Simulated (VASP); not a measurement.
From an Ansatz input to VASP: Te₂Mo (strained 2H (MoS2) bulk)

Ansatz input

```yaml
crystal:
  lattice:
    - [3.4358672111, 0.0, 0.0]
    - [-1.7179336055, 2.9755482888, 0.0]
    - [0.0, 0.0, 13.7513718072]
  atoms:
    - { symbol: Mo, position: [0.3333333333, 0.6666666667, 0.25] }
    - { symbol: Mo, position: [0.6666666667, 0.3333333333, 0.75] }
    - { symbol: Te, position: [0.6666666667, 0.3333333333, 0.3825831364] }
    - { symbol: Te, position: [0.6666666667, 0.3333333333, 0.1174168636] }
    - { symbol: Te, position: [0.3333333333, 0.6666666667, 0.8825831364] }
    - { symbol: Te, position: [0.3333333333, 0.6666666667, 0.6174168636] }
kpoints:
  mp_grid: { grid: [12, 12, 2] }
  band_path:
    path:
      - [0.0, 0.0, 0.0]
      - [0.5, 0.0, 0.0]
      - [0.3333333333, 0.3333333333, 0.0]
      - [0.0, 0.0, 0.5]
      - [0.5, 0.0, 0.5]
      - [0.3333333333, 0.3333333333, 0.5]
      - [-0.067708, 0.135417, 0.0]
      - [0.195312, 0.197917, 0.0]
    npoints: 1
hamiltonian:
  xc: pbe
scf:
  occupations: { method: fermi_dirac, width: 0.02 }
  n_extra_bands: 5
output:
  forces: true
  stress: true
  eigenvalues: true
```

Question: Which VASP files do the same job?

Answer: 

INCAR

```
SIGMA = 0.02
LASPH = .TRUE.
LREAL = .FALSE.
NELM = 120
ISIF = 2
LWAVE = .FALSE.
GGA = PE
ISMEAR = -1
ENCUT = 520
LCHARG = .FALSE.
IBRION = -1
EDIFF = 1E-7
NBANDS = 35
NSW = 0
PREC = Accurate
```

KPOINTS

```
KPOINTS created by Atomic Simulation Environment
0
Gamma
12 12 2
0 0 0
```

KPOINTS_OPT

```
special points
8
Reciprocal
0.0000000000 0.0000000000 0.0000000000 1
0.5000000000 0.0000000000 0.0000000000 1
0.3333333333 0.3333333333 0.0000000000 1
0.0000000000 0.0000000000 0.5000000000 1
0.5000000000 0.0000000000 0.5000000000 1
0.3333333333 0.3333333333 0.5000000000 1
-0.0677080000 0.1354170000 0.0000000000 1
0.1953120000 0.1979170000 0.0000000000 1
```

POSCAR

```
Mo Te
 1.0000000000000000
     3.4358672110754105   -0.0000000000288675    0.0000000000000000
    -1.7179336055127052    2.9755482888357290    0.0000000000000000
     0.0000000000000000    0.0000000000000000   13.7513718072000000
 Mo  Te
   2   4
Cartesian
  0.0000000000166667  1.9836988592141964  3.4378429517999995
  1.7179336055460388  0.9918494295926644 10.3135288553999978
  1.7179336055460388  0.9918494295926644  5.2610429561561887
  1.7179336055460388  0.9918494295926644  1.6146429474438120
  0.0000000000166667  1.9836988592141964 12.1367288597561860
  0.0000000000166667  1.9836988592141964  8.4903288510438113
```

VASP ran with the recommended PBE PAW datasets (52 valence electrons in the cell). Other inputs would serve too.

|  | Ansatz | VASP |
| --- | --- | --- |
| gap between bands v and c | 0.63 eV | 0.62 eV |
| least direct gap | 0.96 eV | 0.97 eV |
| pressure | 7.1 GPa | 7.1 GPa |
| largest force | 0.26 eV/Å | 0.27 eV/Å |

Each program uses its own PAW datasets. VASP's cell holds 52 valence electrons and Ansatz's 92. Ansatz's stress includes a Pulay correction; VASP's doesn't.
